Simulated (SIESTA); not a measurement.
PtS2:

```xyz
3
Lattice="3.5432 0.0000 0.0000 -1.7716 3.0685 0.0000 0.0000 0.0000 5.0388" Properties=species:S:1:pos:R:3 pbc="T T T"
Pt    0.0000    0.0000    0.0000
S     1.7716    1.0228    3.8950
S     0.0000    2.0457    1.1438
```

Base run:

- Program: SIESTA 5.4.2
- Functional: PBE
- Potentials or basis: PseudoDojo 0.4 standard (PBE files)
- Basis: DZP (energy shift 0.003 Ry; two zetas on semicore shells)
- Grid cutoff: 800 Ry
- Energy shift: 0.003 Ry
- k mesh: 9 × 9 × 5
- Occupations: fermi-dirac, width 0.05 eV
- Spin: no spin polarisation

Its results: band gap on the k mesh 0.97 eV, indirect (least direct gap 1.01 eV); pressure 14.7 GPa; largest force 1.916 eV/Å.

Q: After a change of settings the same cell gave: band gap on the k mesh 0.93 eV, indirect (least direct gap 0.97 eV); pressure 11.4 GPa; largest force 1.927 eV/Å. Which change was it?
A. functional from PBE to vdW-DF-cx
B. functional from PBE to PBEsol; potentials or basis from PseudoDojo 0.4 standard (PBE files) to PseudoDojo 0.4 standard (PBEsol files)
C. functional from PBE to AM05; potentials or basis from PseudoDojo 0.4 standard (PBE files) to PseudoDojo 0.4 standard (PBEsol files)
D. functional from PBE to BLYP

A: A.

Caveats: short orbitals over semicore shells can move pressures by several GPa; spin-orbit coupling is left out, which moves the levels of the heavy elements; the basis of atomic orbitals isn't converged, which shifts pressures, moduli and gaps; forces of over 1 eV/Å show positions far from the minimum, so gaps and moduli don't describe the material at rest (some runs); the potentials were made for another functional, which shifts forces and pressure (some runs).

Not every run made on this cell is shown here.
